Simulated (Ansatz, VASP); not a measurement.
## Ga in VASP and in Ansatz

File INCAR:

```
SYSTEM = Ga
PREC = Accurate ; ENCUT = 600
EDIFF = 1E-6 ; ISMEAR = 0
SIGMA = 0.1 ; LREAL = .FALSE.
LASPH = .TRUE. ; NELM = 100
ALGO = Normal ; ISIF = 3
LWAVE = .FALSE. ; LCHARG = .FALSE.
GGA = PE ; IBRION = 2
NSW = 100 ; EDIFFG = -0.01
```

The input KPOINTS:

```
Automatic mesh
0
G
  20 20 20
  0 0 0
```

POSCAR

```
Ga
1.0
    2.7164843000      0.0000000000      0.0000000000
    0.0000000000      2.7164843000      0.0000000000
    0.0000000000      0.0000000000      2.7164843000
Ga
1
Direct
    0.0000000000      0.0000000000      0.0000000000
```

Input for Ansatz:

```yaml
crystal:
  lattice:
    - [2.7164843, 0.0, 0.0]
    - [0.0, 2.7164843, 0.0]
    - [0.0, 0.0, 2.7164843]
  atoms:
    - { symbol: Ga, position: [0.0, 0.0, 0.0] }
basis:
  ecutwfc: 420
kpoints:
  mp_grid: { grid: [20, 20, 20] }
hamiltonian:
  xc: pbe
scf:
  occupations: { method: gaussian, width: 0.1 }
output:
  forces: true
  stress: true
  eigenvalues: true
relax:
  adjacent_minimum: "off"
  f_tol: 0.01
  max_steps: 80
  cell: { stress_tol: 0.05 }
```

Alike in both runs: task relaxation of cell and atoms; functional PBE; k mesh 20 × 20 × 20; occupations gaussian, width 0.1 eV; no spin polarisation.

```csv
,VASP,Ansatz
version,VASP 6.6.1,Ansatz 0.2.0
potentials or method,"VASP PAW PBE potentials, release 64 (Ga_d)","scalar-relativistic, plane waves, PAW"
plane-wave cutoff (eV),600,420
valence electrons in the cell,13,13
```

|  | VASP | Ansatz | Ansatz less VASP |
| --- | --- | --- | --- |
| gap on the k mesh at the Fermi level, each at its own relaxed structure (eV) | none | none | - |
| relaxed volume (Å³/atom) | 20.05 | 20.05 | 0.000 |
| relaxed cell length with the largest relative difference (Å) | 2.716 | 2.716 | 0.0000 |

A gap of «none» marks a metal or a gap that the smearing closes.

Caveats: the relaxation stopped at its first step, so nothing moved.
